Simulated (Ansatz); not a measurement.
**Bi2Te3: response to strain**

Aim: deform Bi2Te3 (equal xy, yz and zx engineering shear strains of -2 %) and compute stress, forces and field gradients with LAPW, PAW and all-electron datasets made for the crystal.

Method: DFT LDA, scalar-relativistic, in Ansatz 0.2.0.

### Step 1. The structure to begin with

It takes space group R3m (No. 160, trigonal). Conventional cell: a = 4.417 Å, b = 4.417 Å, c = 29.840 Å, α = 90.00°, β = 90.00°, γ = 120.00°. Around Bi (site symmetry 3m) lie 3 Te at 3.03 Å and 3 Bi at 3.43 Å. Around Bi (site symmetry 3m) lie 3 Te at 3.27 Å and 3 Bi at 3.43 Å. Te (site symmetry 3m) is surrounded by 6 Te at 3.04 to 3.45 Å. Te (site symmetry 3m) has 3 Bi at 3.03 Å and 3 Te at 3.45 Å as nearest neighbours. Te (site symmetry 3m) has 3 Te at 3.04 Å and 3 Bi at 3.27 Å as nearest neighbours.

Structure file:

```
Bi Te
1.0
     2.20850    1.27508    9.94667
    -2.20850    1.27508    9.94667
     0.00000   -2.55016    9.94667
Bi Te
2 3
Direct
  0.81200 0.81200 0.81200
  0.40200 0.40200 0.40200
  0.61100 0.61100 0.61100
  0.20000 0.20000 0.20000
  0.00000 0.00000 0.00000
```

Atoms are numbered in the order of the input: Bi1, Bi2, Te3, Te4, Te5.

### Step 2. After the deformation

Space group R3m before, P1 after.

### Step 3. Full-potential LAPW

input.yaml reads:

```yaml
crystal:
  lattice:
    - [2.096283766, 1.1535270809, 9.9118341995]
    - [-2.3207187418, 1.1976971059, 9.9560042246]
    - [-0.0739651241, -2.6496242869, 9.9721715759]
  atoms:
    - { symbol: Bi, position: [0.812, 0.812, 0.812] }
    - { symbol: Bi, position: [0.402, 0.402, 0.402] }
    - { symbol: Te, position: [0.611, 0.611, 0.611] }
    - { symbol: Te, position: [0.2, 0.2, 0.2] }
    - { symbol: Te, position: [0.0, 0.0, 0.0] }
kpoints:
  mp_grid: { grid: [8, 8, 8] }
  band_path:
    path:
      - [0.0, 0.0, 0.0]
      - [0.0, 0.0, -0.5]
      - [0.5, 0.5, 0.5]
      - [0.0, 0.0, 0.0]
      - [0.0, -0.5, 0.0]
      - [0.5, 0.0, 0.0]
      - [0.0, 0.0, 0.0]
      - [0.5, 0.0, 0.5]
      - [0.0, -0.5, -0.5]
    npoints: 5
scf:
  occupations: { method: fermi_dirac, width: 0.08 }
hamiltonian:
  xc: lda
  pseudopotentials: { kind: all_electron, lapw: { basis_error: 0.001 } }
output:
  forces: true
  stress: true
  eigenvalues: true
```

Run with:

```sh
$ ansatz run input.yaml --threads 2 --pin off --max-ram 8192MiB --backend cpu --events-out ev --progress --plain --runs-dir out
```

### Step 4. PAW on the default files

input.yaml reads:

```yaml
crystal:
  lattice:
    - [2.096283766, 1.1535270809, 9.9118341995]
    - [-2.3207187418, 1.1976971059, 9.9560042246]
    - [-0.0739651241, -2.6496242869, 9.9721715759]
  atoms:
    - { symbol: Bi, position: [0.812, 0.812, 0.812] }
    - { symbol: Bi, position: [0.402, 0.402, 0.402] }
    - { symbol: Te, position: [0.611, 0.611, 0.611] }
    - { symbol: Te, position: [0.2, 0.2, 0.2] }
    - { symbol: Te, position: [0.0, 0.0, 0.0] }
kpoints:
  mp_grid: { grid: [8, 8, 8] }
scf:
  occupations: { method: fermi_dirac, width: 0.08 }
hamiltonian:
  xc: lda
  pseudopotentials: { kind: paw }
output:
  forces: true
  stress: true
  eigenvalues: true
  efg: { contact_densities: true }
```

### Step 5. All-electron PAW on datasets made for the crystal

input.yaml, as its differences from that of step 4:

```diff
@@ -17,3 +17,3 @@
   xc: lda
-  pseudopotentials: { kind: paw }
+  pseudopotentials: { kind: all_electron, datasets: crystal }
 output:
```

(Steps that only read results are left out.)

Q: Predict the outcome of this session. Wanted: pressure; largest shear or deviatoric stress.

**Answer**, as computed:

| quantity | value |
| --- | --- |
| pressure | LAPW -1.84, PAW -1.86, crystal datasets -1.84 GPa |
| largest shear or deviatoric stress (LAPW) | 0.74 GPa |

The largest part of the stress beyond the pressure is 0.74 GPa in size; the atoms are carried along and not relaxed. No run of the undeformed cell stands beside it, so the pressure holds what the given cell had before the change. PAW: stress within 0.02 GPa of LAPW, forces within 2 meV/Å. Crystal datasets: stress within 0.01 GPa of LAPW, forces within 1 meV/Å. Spin-orbit coupling is left out, though the cell holds Bi; in elements this heavy it can shift bands and gaps by tenths of an eV.
